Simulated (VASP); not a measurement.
# Ge (Cmcm) in VASP: notebook

The runs below take Ge through single point, with PBE.

All numbers are computed with VASP 6.6.1; they aren't measurements. Logs are shortened: lines on timing, memory, paths and dates and some standing lists are left out, and cuts for length are marked.

### Step 1. The crystal as given

The structure is orthorhombic, space group Cmcm (No. 63). The conventional cell has a = 2.976 Å, b = 5.189 Å, c = 4.728 Å, α = 90.00°, β = 90.00°, γ = 90.00°. Around Ge (site symmetry m2m) lie 12 Ge at 2.92 to 2.99 Å.

This isn't the form of Ge at room conditions, which is diamond.

### Step 2. Single point, PBE

INCAR reads:

```
SYSTEM = Ge
PREC = Accurate
ENCUT = 700
EDIFF = 1E-6
ISMEAR = 0
SIGMA = 0.05
LREAL = .False.
LASPH = .True.
NELM = 100
ALGO = Normal
ISIF = 2
LWAVE = .False.
LCHARG = .False.
GGA = PE
ADDGRID = .False.
```

KPOINTS reads:

```
regular mesh
0
Gamma
  9 9 5
  0 0 0
```

POSCAR reads:

```
Ge
1.0
    1.4880529250     -2.5946896100      0.0000000000
    1.4880529250      2.5946896100      0.0000000000
    0.0000000000      0.0000000000      4.7275957900
Ge
2
Direct
    0.3334466300      0.6665533700      0.2500000000
    0.6665533700      0.3334466300      0.7500000000
```

Potentials or basis: VASP PAW PBE potentials, release 64 (Ge_d).

Launch:

```
> cat potpaw_PBE.64/Ge_d/POTCAR > POTCAR
> mpirun -np 1 vasp_std > vasp.out
```

OUTCAR:

```text
SYSTEM = Ge
   PREC = Accurate
   ENCUT = 700
   EDIFF = 1E-6
   ISMEAR = 0
   LREAL = .False.
   LASPH = .True.
   NELM = 100
   ISIF = 2
   GGA = PE

 Found     75 irreducible k-points:

 Following reciprocal coordinates:
            Coordinates               Weight
  0.000000  0.000000  0.000000      1.000000
  0.111111  0.000000  0.000000      4.000000
  0.222222  0.000000  0.000000      4.000000
  0.333333  0.000000  0.000000      4.000000
  0.444444  0.000000  0.000000      4.000000
  0.111111  0.111111  0.000000      2.000000
   k-points           NKPTS =     75   k-points in BZ     NKDIM =     75   number of bands    NBANDS=     18
   number of dos      NEDOS =    301   number of ions     NIONS =      2
   total plane-waves  NPLWV =  32928
   dimension x,y,z NGX =    28 NGY =   28 NGZ =   42
   dimension x,y,z NGXF=    56 NGYF=   56 NGZF=   84
   ions per type =               2
   NGX,Y,Z   is equivalent  to a cutoff of  15.56, 15.56, 14.77 a.u.
   NGXF,Y,Z  is equivalent  to a cutoff of  31.12, 31.12, 29.54 a.u.
 SYSTEM =  Ge
   PREC   = accura    normal or accurate (medium, high low for compatibility)
   ISTART =      0    job   : 0-new  1-cont  2-samecut
   ICHARG =      2    charge: 1-file 2-atom 10-const
   ISPIN  =      1    spin polarized calculation?
   LNONCOLLINEAR =      F non collinear calculations
   LSORBIT =      F    spin-orbit coupling
   LASPH  =      T    aspherical Exc in radial PAW
   ENCUT  =  700.0 eV  51.45 Ry    7.17 a.u.   6.45  6.45 10.20*2*pi/ulx,y,z
   NELM   =    100;   NELMIN=  2; NELMDL= -5     # of ELM steps
   EDIFF  = 0.1E-05   stopping-criterion for ELM
   LREAL  =      F    real-space projection
   EDIFFG = 0.1E-04   stopping-criterion for IOM
   NSW    =      0    number of steps for IOM
   IBRION =     -1    ionic relax: 0-MD 1-quasi-New 2-CG
   NFREE  =      0    steps in history (QN), initial steepest desc. (CG)
   ISIF   =      2    stress and relaxation
   ISYM   =      2    0-nonsym 1-usesym 2-fastsym
   POTIM  = 0.5000    time-step for ionic-motion
   TEBEG  =    0.0;   TEEND  =   0.0 temperature during run
   PSTRESS=    0.0 pullay stress
   NELECT =      28.0000    total number of electrons
   NUPDOWN=      -1.0000    fix difference up-down
   EMIN   =  10.00;   EMAX   =-10.00  energy-range for DOS
   EFERMI =   0.00;   METHOD = LEGACY
   ISMEAR =     0;   SIGMA  =   0.05  broadening in eV -4-tet -1-fermi 0-gaus
   EFERMI_NEDOS =   21; number of points for ismear=-14 and -15
   IALGO  =     38    algorithm
   IMIX   =      4    mixing-type and parameters
     AMIX     =   0.40;   BMIX     =  1.00
     AMIX_MAG =   1.60;   BMIX_MAG =  1.00
  volume/ion in A,a.u.               =      18.25       123.18
  Fermi-wavevector in a.u.,A,eV,Ry     =   1.498544  2.831837 30.553703  2.245634
  Thomas-Fermi vector in A             =   2.610289
   LORBIT       =      0    0 simple, 1 ext, 2 COOP (PROOUT), +10 PAW based schemes
   GGA     = PE    functional components
   LHFCALC =     F    Hartree Fock is set to
   AEXX    =    0.0000 exact exchange contribution
   IVDW    =     0    specifies the selected vdW correction
   LEPSILON=     F    determine dielectric tensor
   LRPA    =     F    only Hartree local field effects (RPA)
 non-spin polarized calculation
 Gauss-broadening in eV      SIGMA  =   0.05
  energy-cutoff  :      700.00
  volume of cell :       36.51
 maximum number of plane-waves:      1558
 NGX is ok and might be reduce to    28
   NGX = 13   NGY = 13   NGZ = 21

 number of electron      27.9999998 magnetization

 Free energy of the ion-electron system (eV)
  ---------------------------------------------------
  ext. energy  EPLUGINS =         0.00000000
  ---------------------------------------------------
  free energy    TOTEN  =        -8.33394065 eV

  energy without entropy =       -8.33174505  energy(sigma->0) =       -8.33284285

 E-fermi :   7.1316     XC(G=0): -11.4691

 val. band max:        7.1250492439   @ k =  -0.4444   0.2222   0.2000
 cond. band min:       7.1409813997   @ k =   0.2222   0.2222   0.4000
 fundamental gap:      0.0159321558
 Fermi energy:         7.1316184820

 k-point     1 :       0.0000    0.0000    0.0000
  band No.  band energies     occupation
      1     -17.6158      2.00000
      2     -17.6051      2.00000
      3     -17.6035      2.00000
      4     -17.6014      2.00000
      5     -17.5959      2.00000
      6     -17.5926      2.00000
[... 10 lines left out ...]
     17      15.8754      0.00000
     18      17.1781      0.00000

 k-point     2 :       0.1111    0.0000    0.0000
  band No.  band energies     occupation
      1     -17.6197      2.00000
      2     -17.6080      2.00000
      3     -17.5941      2.00000
      4     -17.5917      2.00000
      5     -17.5885      2.00000
      6     -17.5868      2.00000
[... 10 lines left out ...]
     17      16.1598      0.00000
     18      16.6220      0.00000

 k-point     3 :       0.2222    0.0000    0.0000
  band No.  band energies     occupation
      1     -17.6372      2.00000
      2     -17.6019      2.00000
      3     -17.6006      2.00000
      4     -17.5980      2.00000
      5     -17.5845      2.00000
      6     -17.5672      2.00000
[... 10 lines left out ...]
     17      14.5241      0.00000
     18      15.7050      0.00000

 k-point     4 :       0.3333    0.0000    0.0000
  band No.  band energies     occupation
      1     -17.6550      2.00000
      2     -17.6177      2.00000
      3     -17.6085      2.00000
      4     -17.6038      2.00000
      5     -17.5691      2.00000
      6     -17.5470      2.00000
[... 10 lines left out ...]
     17      11.6364      0.00000
     18      14.2302      0.00000

 k-point     5 :       0.4444    0.0000    0.0000
  band No.  band energies     occupation
      1     -17.6660      2.00000
      2     -17.6301      2.00000
      3     -17.6149      2.00000
      4     -17.6070      2.00000
      5     -17.5578      2.00000
      6     -17.5559      2.00000
[... 10 lines left out ...]
     17       9.5737      0.00000
     18      13.5753      0.00000

 k-point     6 :       0.1111    0.1111    0.0000
  band No.  band energies     occupation
      1     -17.6189      2.00000
      2     -17.6182      2.00000
      3     -17.5983      2.00000
      4     -17.5933      2.00000
      5     -17.5836      2.00000
      6     -17.5791      2.00000
[... 10 lines left out ...]
     17      14.8966      0.00000
     18      15.3608      0.00000

 [... further k-points ...]

------------------------ aborting loop because EDIFF is reached ----------------------------------------

  FORCE on cell =-STRESS in cart. coord.  units (eV):
  Direction    XX          YY          ZZ          XY          YZ          ZX
  --------------------------------------------------------------------------------------
  -------------------------------------------------------------------------------------
  Total        0.7224388      0.5455157      1.0800581      0.0000000      0.0000000      0.0000000
  in kB       31.7057134     23.9410803     47.4005711      0.0000000      0.0000000      0.0000000
  external PRESSURE =      34.3491216 kB  Pullay stress =       0.0000000 kB

 VOLUME and BASIS-vectors are now :
 -----------------------------------------------------------------------------
  energy-cutoff  :      700.00
  volume of cell :       36.51
      direct lattice vectors                 reciprocal lattice vectors
     1.488052925 -2.594689610  0.000000000     0.336009554 -0.192701277  0.000000000
     1.488052925  2.594689610  0.000000000     0.336009554  0.192701277  0.000000000
     0.000000000  0.000000000  4.727595790     0.000000000  0.000000000  0.211524006

 POSITION                                       TOTAL-FORCE (eV/Angst)
 -----------------------------------------------------------------------------------
      1.48805      0.86431      1.18190         0.000000     -0.000402      0.000000
      1.48805     -0.86431      3.54570         0.000000      0.000402      0.000000
 -----------------------------------------------------------------------------------
    total drift:                                0.000000      0.000000      0.000000

  FREE ENERGIE OF THE ION-ELECTRON SYSTEM (eV)
  ---------------------------------------------------
  free  energy   TOTEN  =        -8.3339406484 eV

  energy  without entropy=       -8.3317450535  energy(sigma->0) =       -8.33284285
```

OSZICAR:

```text
N       E                     dE             d eps       ncg     rms          rms(c)
DAV:   1     0.169937408145E+03    0.16994E+03   -0.17743E+04  2814   0.530E+03
DAV:   2     0.120800313392E+02   -0.15786E+03   -0.15508E+03  2700   0.588E+02
DAV:   3    -0.776397499177E+01   -0.19844E+02   -0.19551E+02  2972   0.147E+02
DAV:   4    -0.835648213423E+01   -0.59251E+00   -0.58853E+00  3236   0.286E+01
DAV:   5    -0.836525197817E+01   -0.87698E-02   -0.86565E-02  2964   0.344E+00    0.167E+00
DAV:   6    -0.834387932087E+01    0.21373E-01   -0.21715E-02  3490   0.260E+00    0.919E-01
DAV:   7    -0.833425498427E+01    0.96243E-02   -0.14457E-02  3524   0.171E+00    0.787E-02
DAV:   8    -0.833392744234E+01    0.32754E-03   -0.12175E-03  3252   0.719E-01    0.293E-02
DAV:   9    -0.833393984594E+01   -0.12404E-04   -0.32391E-05  2834   0.689E-02    0.439E-03
DAV:  10    -0.833394064843E+01   -0.80248E-06   -0.85971E-07  1734   0.139E-02
   1 F= -.83339406E+01 E0= -.83328429E+01  d E =-.219559E-02
```

Run time: 24 s. Hardware: 1 thread of Intel Xeon 6975P-C (Granite Rapids), shared host; peak memory 0.2 GiB.

These settings aren't checked as converged: the numbers below hold their error.

Results:

* Free energy: -8.3339 eV
* Pressure: 3.4 GPa
* Band gap on the k mesh: none (metal or under the smearing width)

### Step 3. Single point, PBE

INCAR is that of step 2.

KPOINTS is that of step 2.

POSCAR reads:

```
Ge
1.0
    1.4880529250     -2.5946896100      0.0000000000
    1.4880529250      2.5946896100      0.0000000000
    0.0000000000      0.0000000000      4.7275957900
Ge
2
Direct
    0.3592940000      0.6730280000      0.2256240000
    0.6679590000      0.3129580000      0.7530700000
```

Potentials or basis: VASP PAW PBE potentials, release 64 (Ge_d).

Launch:

```
> cat potpaw_PBE.64/Ge_d/POTCAR > POTCAR
> mpirun -np 1 vasp_std > vasp.out
```

Wall time 55 s (1 thread of Intel Xeon 6975P-C (Granite Rapids), shared host); peak memory 0.3 GiB.

These settings aren't checked as converged: the numbers below hold their error.

Results:

| Item | Value |
| --- | --- |
| Free energy | -8.3076 eV |
| Pressure | 4.2 GPa |
| Largest force | 0.399 eV/Å |
| Band gap on the k mesh | none (metal or under the smearing width) |

[end of part 1 of 2]
